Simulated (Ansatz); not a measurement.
**Mechanical response of CaS (Fm-3m)**

```
Ca S
1.0
     0.00000    2.81717    2.81717
     2.81717    0.00000    2.81717
     2.81717    2.81717    0.00000
Ca S
1 1
Cartesian
  0.0000 0.0000 0.0000
  2.8172 2.8172 2.8172
```

Unless marked otherwise, the numbers come from PBEsol, all-electron LAPW in Ansatz 0.2.0, scalar-relativistic. k mesh 6×6×6, fixed occupations, basis error target 0.5 meV/atom. The cell was relaxed by PAW under this functional.

The cell is cubic and carries a residual pressure of -0.04 GPa at this level. Each strain component that symmetry leaves independent is applied at ±0.003, the ions relax wherever a strain frees them, and the stress (tension positive, GPa) is read. Shears are engineering strains, γ = 2ε.

```tsv
strain	size	σxx	σyy	σzz	σyz	σxz	σxy
xx	-0.003	-0.3848	-0.0314	-0.0314	0.0000	0.0000	0.0000
xx	+0.003	0.4453	0.1072	0.1072	0.0000	0.0000	0.0000
yz	-0.003	0.0384	0.0380	0.0380	-0.1020	0.0000	0.0000
yz	+0.003	0.0384	0.0380	0.0380	0.1020	0.0000	0.0000
```

A central difference gives one constant, for example C11 ≈ (0.4453 − (-0.3848))/(0.006) = 138.4 GPa; the program then imposes the crystal's symmetry on the whole matrix.

Question: What are the independent elastic constants?

Answer: C11 = 138.4, C12 = 23.1, C44 = 34.0 GPa.

Question: Do they meet the Born conditions?

Answer: C11 − C12 = 115.3, C11 + 2C12 = 184.6 and C44 = 34.0 GPa must all be positive, so the crystal is elastically stable; that says nothing yet of its phonons.

Question: What moduli does a random aggregate of grains have?

Answer: B = (C11 + 2C12)/3 = 61.5 GPa. G_V = (C11 − C12 + 3C44)/5 = 43.5 and G_R = 5(C11 − C12)C44/(4C44 + 3(C11 − C12)) = 40.7, so G_H = 42.1 GPa. Then E = 9BG/(3B + G) = 102.8 GPa, ν = (3B − 2G)/(6B + 2G) = 0.222 and B/G = 1.46, on the brittle side of Pugh's 1.75 (a rule of thumb, made for metals; it doesn't predict ductility here).

Question: With the density of 2.679 g/cm³, how fast does sound travel, and what Debye temperature follows?

Answer: 

| direction | slow (m/s) | middle (m/s) | fast (m/s) |
| --- | --- | --- | --- |
| [100] | 3563 | 3563 | 7187 |
| [110] | 3563 | 4638 | 6544 |
| [111] | 4310 | 4310 | 6316 |

The mean of v⁻³ over directions and branches gives v_m = 4356 m/s and θ_D = (ħ/k_B) v_m (6π²n)^(1/3) = 460 K, n being atoms per volume. Young's modulus spans 86 to 132 GPa over directions, and the universal anisotropy index is 0.34.

Question: How far do the constants move if PAW replaces LAPW in the same cell?

Answer: 

| constant | LAPW (GPa) | PAW (GPa) | difference |
| --- | --- | --- | --- |
| C11 | 138.4 | 138.3 | -0.1 |
| C12 | 23.1 | 23.1 | 0.0 |
| C44 | 34.0 | 34.0 | 0.0 |

Caveats: the frozen-core PAW files of the compared runs were fitted under PBE, their cores solved anew for this functional.
